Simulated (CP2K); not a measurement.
CuI (Marshite):

```
CELL_PARAMETERS angstrom
4.28719 0.00000 0.00000
2.14359 3.71281 0.00000
2.14359 1.23760 3.50047
ATOMIC_POSITIONS crystal
I 0.00000 0.00000 0.00000
Cu 0.75000 0.75000 0.75000
```

Base run:

* Program: CP2K 2026.2
* Functional: PBEsol
* Potentials or basis: POTENTIAL_UZH I GTH-PBE-q7, Cu GTH-PBE-q11; TZVP-MOLOPT-PBE-GTH basis
* Density cutoff: 9184 eV
* k mesh: 8 × 8 × 8
* Occupations: fermi-dirac, width 0.05 eV
* Spin: no spin polarisation

Its results: band gap on the k mesh 0.81 eV, direct; pressure -1.6 GPa.

Question: After a change of settings the same cell gave: band gap on the k mesh 1.24 eV, direct; pressure 3.2 GPa. Which change was it?
A. functional from PBEsol to rev-vdW-DF2
B. functional from PBEsol to r2SCAN
C. functional from PBEsol to BEEF-vdW
D. functional from PBEsol to revPBE

Answer: C.

Caveats: the potentials were made for another functional, which shifts forces and pressure; spin-orbit coupling is left out, which moves the levels of the heavy elements; the basis of atomic orbitals isn't converged, which shifts pressures, moduli and gaps.

Runs at the PBE level aren't shown here.
